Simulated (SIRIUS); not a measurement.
Input of a SIRIUS 7.12.0 run:

The input sirius.json:

```json
{
  "control": {
    "processing_unit": "cpu",
    "std_evp_solver_name": "lapack",
    "gen_evp_solver_name": "lapack",
    "verbosity": 2,
    "print_forces": true,
    "ortho_rf": true,
    "use_second_variation": true,
    "rmt_max": 3.0,
    "num_bands_to_print": 24,
    "save_wf": true
  },
  "parameters": {
    "electronic_structure_method": "full_potential_lapwlo",
    "xc_functionals": ["XC_GGA_X_PBE_SOL", "XC_GGA_C_PBE_SOL"],
    "core_relativity": "dirac",
    "valence_relativity": "iora",
    "num_fv_states": 35,
    "smearing": "fermi_dirac",
    "smearing_width": 0.0018374661,
    "pw_cutoff": 26,
    "gk_cutoff": 4.96,
    "lmax_apw": 12,
    "lmax_rho": 8,
    "lmax_pot": 8,
    "num_mag_dims": 0,
    "auto_rmt": 0,
    "ngridk": [10, 10, 5],
    "shiftk": [0, 0, 0],
    "num_dft_iter": 80,
    "energy_tol": 1e-07,
    "density_tol": 1e-05,
    "use_symmetry": true
  },
  "settings": {"tol_ne": 1e-10},
  "iterative_solver": {"type": "exact"},
  "mixer": {"type": "anderson", "beta": 0.5, "max_history": 8},
  "unit_cell": {
    "lattice_vectors": [[6.0093290763, 0.0, 0.0], [-3.0046645382, 5.2042316397, 0.0], [0.0, 0.0, 9.7623251598]],
    "atom_types": ["Ga", "N"],
    "atom_files": {"Ga": "Ga.json", "N": "N.json"},
    "atoms": {
      "Ga": [[0.6666666667, 0.3333333333, 0.5], [0.3333333333, 0.6666666667, 0.0]],
      "N": [[0.6666666667, 0.3333333333, 0.875], [0.3333333333, 0.6666666667, 0.375]]
    }
  }
}
```

Contents of Ga.json:

```json
{
  "name": "gallium",
  "symbol": "Ga",
  "number": 31,
  "mass": 69.723,
  "rmin": 1e-06,
  "rmt": 2.11,
  "nrmt": 800,
  "rinf": 19.67,
  "core": "1s2s2p",
  "valence": [
    {"basis": [{"enu": 0.04, "dme": 0, "n": 0, "auto": 0}, {"enu": 0.04, "dme": 1, "n": 0, "auto": 0}]},
    {"l": 0, "n": 1, "basis": [{"enu": 0.0721, "dme": 0, "n": 0, "auto": 0}]},
    {"l": 1, "n": 2, "basis": [{"enu": 0.14, "dme": 0, "n": 0, "auto": 0}]},
    {"l": 2, "n": 3, "basis": [{"enu": -0.117, "dme": 0, "n": 0, "auto": 0}]},
    {"l": 3, "n": 4, "basis": [{"enu": 0.14, "dme": 0, "n": 0, "auto": 0}]}
  ],
  "lo": [
    {
      "l": 0,
      "basis": [{"enu": 0.0721, "dme": 0, "n": 0, "auto": 0}, {"enu": 0.0721, "dme": 1, "n": 0, "auto": 0}]
    },
    {
      "l": 0,
      "basis": [{"enu": -5.1643, "dme": 0, "n": 3, "auto": 1}, {"enu": -5.1643, "dme": 1, "n": 3, "auto": 1}]
    },
    {
      "l": 0,
      "basis": [{"enu": -5.1643, "dme": 1, "n": 3, "auto": 1}, {"enu": 0.0721, "dme": 0, "n": 0, "auto": 0}]
    },
    {
      "l": 0,
      "basis": [{"enu": 0.0721, "dme": 0, "n": 0, "auto": 0}, {"enu": 3.6659, "dme": 0, "n": 0, "auto": 0}]
    },
    {"l": 1, "basis": [{"enu": 0.14, "dme": 0, "n": 0, "auto": 0}, {"enu": 0.14, "dme": 1, "n": 0, "auto": 0}]},
    {
      "l": 1,
      "basis": [{"enu": -3.3808, "dme": 0, "n": 3, "auto": 1}, {"enu": -3.3808, "dme": 1, "n": 3, "auto": 1}]
    },
    {
      "l": 1,
      "basis": [{"enu": -3.3808, "dme": 1, "n": 3, "auto": 1}, {"enu": 0.14, "dme": 0, "n": 0, "auto": 0}]
    },
    {"l": 1, "basis": [{"enu": 0.14, "dme": 0, "n": 0, "auto": 0}, {"enu": 4.2729, "dme": 0, "n": 0, "auto": 0}]},
    {
      "l": 2,
      "basis": [{"enu": -0.117, "dme": 0, "n": 0, "auto": 0}, {"enu": -0.117, "dme": 1, "n": 0, "auto": 0}]
    },
    {
      "l": 2,
      "basis": [{"enu": -0.117, "dme": 1, "n": 0, "auto": 0}, {"enu": -0.117, "dme": 2, "n": 0, "auto": 0}]
    },
    {
      "l": 2,
      "basis": [{"enu": -0.117, "dme": 0, "n": 0, "auto": 0}, {"enu": 3.3869, "dme": 0, "n": 0, "auto": 0}]
    },
    {"l": 3, "basis": [{"enu": 0.14, "dme": 0, "n": 0, "auto": 0}, {"enu": 0.14, "dme": 1, "n": 0, "auto": 0}]},
    {"l": 3, "basis": [{"enu": 0.14, "dme": 0, "n": 0, "auto": 0}, {"enu": 4.0483, "dme": 0, "n": 0, "auto": 0}]}
  ],
  "free_atom": [... radial grid and density of the free atom, the start of the SCF ...]
}
```

N.json

```json
{
  "name": "nitrogen",
  "symbol": "N",
  "number": 7,
  "mass": 14.0067,
  "rmin": 1e-06,
  "rmt": 1.41,
  "nrmt": 800,
  "rinf": 13.03,
  "core": "1s",
  "valence": [
    {"basis": [{"enu": 0.04, "dme": 0, "n": 0, "auto": 0}, {"enu": 0.04, "dme": 1, "n": 0, "auto": 0}]},
    {"l": 0, "n": 1, "basis": [{"enu": -0.0152, "dme": 0, "n": 0, "auto": 0}]},
    {"l": 1, "n": 2, "basis": [{"enu": 0.14, "dme": 0, "n": 0, "auto": 0}]},
    {"l": 2, "n": 3, "basis": [{"enu": 0.14, "dme": 0, "n": 0, "auto": 0}]},
    {"l": 3, "n": 4, "basis": [{"enu": 0.14, "dme": 0, "n": 0, "auto": 0}]}
  ],
  "lo": [
    {
      "l": 0,
      "basis": [{"enu": -0.0152, "dme": 0, "n": 0, "auto": 0}, {"enu": -0.0152, "dme": 1, "n": 0, "auto": 0}]
    },
    {
      "l": 0,
      "basis": [{"enu": -0.0152, "dme": 1, "n": 0, "auto": 0}, {"enu": -0.0152, "dme": 2, "n": 0, "auto": 0}]
    },
    {
      "l": 0,
      "basis": [{"enu": -0.0152, "dme": 0, "n": 0, "auto": 0}, {"enu": 6.0207, "dme": 0, "n": 0, "auto": 0}]
    },
    {"l": 1, "basis": [{"enu": 0.14, "dme": 0, "n": 0, "auto": 0}, {"enu": 0.14, "dme": 1, "n": 0, "auto": 0}]},
    {"l": 1, "basis": [{"enu": 0.14, "dme": 1, "n": 0, "auto": 0}, {"enu": 0.14, "dme": 2, "n": 0, "auto": 0}]},
    {"l": 1, "basis": [{"enu": 0.14, "dme": 0, "n": 0, "auto": 0}, {"enu": 7.0813, "dme": 0, "n": 0, "auto": 0}]},
    {"l": 2, "basis": [{"enu": 0.14, "dme": 0, "n": 0, "auto": 0}, {"enu": 0.14, "dme": 1, "n": 0, "auto": 0}]},
    {"l": 2, "basis": [{"enu": 0.14, "dme": 1, "n": 0, "auto": 0}, {"enu": 0.14, "dme": 2, "n": 0, "auto": 0}]},
    {"l": 2, "basis": [{"enu": 0.14, "dme": 0, "n": 0, "auto": 0}, {"enu": 7.9867, "dme": 0, "n": 0, "auto": 0}]},
    {"l": 3, "basis": [{"enu": 0.14, "dme": 0, "n": 0, "auto": 0}, {"enu": 0.14, "dme": 1, "n": 0, "auto": 0}]}
  ],
  "free_atom": [... radial grid and density of the free atom, the start of the SCF ...]
}
```

File sirius_start.json:

```json
{
  "control": {
    "processing_unit": "cpu",
    "std_evp_solver_name": "lapack",
    "gen_evp_solver_name": "lapack",
    "verbosity": 1,
    "print_forces": false,
    "ortho_rf": true,
    "use_second_variation": true,
    "rmt_max": 3.0,
    "num_bands_to_print": 24,
    "save_wf": false
  },
  "parameters": {
    "electronic_structure_method": "full_potential_lapwlo",
    "xc_functionals": ["XC_LDA_X", "XC_LDA_C_PW"],
    "core_relativity": "dirac",
    "valence_relativity": "iora",
    "num_fv_states": 35,
    "smearing": "fermi_dirac",
    "smearing_width": 0.0055123983,
    "pw_cutoff": 26,
    "gk_cutoff": 3.97,
    "lmax_apw": 12,
    "lmax_rho": 8,
    "lmax_pot": 8,
    "num_mag_dims": 0,
    "auto_rmt": 0,
    "ngridk": [4, 4, 2],
    "shiftk": [0, 0, 0],
    "num_dft_iter": 30,
    "energy_tol": 0.01,
    "density_tol": 0.05,
    "use_symmetry": true
  },
  "settings": {"tol_ne": 1e-10},
  "iterative_solver": {"type": "exact"},
  "mixer": {"type": "anderson", "beta": 0.5, "max_history": 8},
  "unit_cell": {
    "lattice_vectors": [[6.0093290763, 0.0, 0.0], [-3.0046645382, 5.2042316397, 0.0], [0.0, 0.0, 9.7623251598]],
    "atom_types": ["Ga", "N"],
    "atom_files": {"Ga": "Ga.json", "N": "N.json"},
    "atoms": {
      "Ga": [[0.6666666667, 0.3333333333, 0.5], [0.3333333333, 0.6666666667, 0.0]],
      "N": [[0.6666666667, 0.3333333333, 0.875], [0.3333333333, 0.6666666667, 0.375]]
    }
  }
}
```

Potentials or basis: all-electron FP-LAPW, apw+lo standard.

Run with:

```sh
$ OMP_NUM_THREADS=2 sirius.scf --input=sirius_start.json --output=start.json
$ OMP_NUM_THREADS=2 sirius.scf --input=sirius.json --output=output.json --task=1
```

**Question.** Predict the band gap on the k mesh.

**Answer.** 1.93 eV, direct.

**Question.** What does it give for the largest force?

**Answer.** 0.133 eV/Å.

Forces on the atoms (eV/Å):
```
Ga   0.000  0.000 -0.133
Ga   0.000  0.000 -0.133
N    0.000  0.000  0.133
N    0.000  0.000  0.133
```

**Experimental background.**

“Studying electronic properties in GaN without electrical contacts using γ-γ vs e−-γ Perturbed Angular Correlations”, 2019, pmc:6823545 quotes, for a bulk crystal of GaN: band gap 3.503 ± 0.005 eV (direct).

Against the measured gap of GaN, 3.503 eV (direct; quoted in “Studying electronic properties in GaN without electrical contacts using γ-γ vs e−-γ Perturbed Angular Correlations”, 2019, pmc:6823545), the calculated 1.93 eV is off by -1.58 eV. Spin-orbit coupling on Ga is left out. The value is that of PBEsol, without temperature or zero-point motion. Semilocal functionals fall short of measured gaps as a rule.
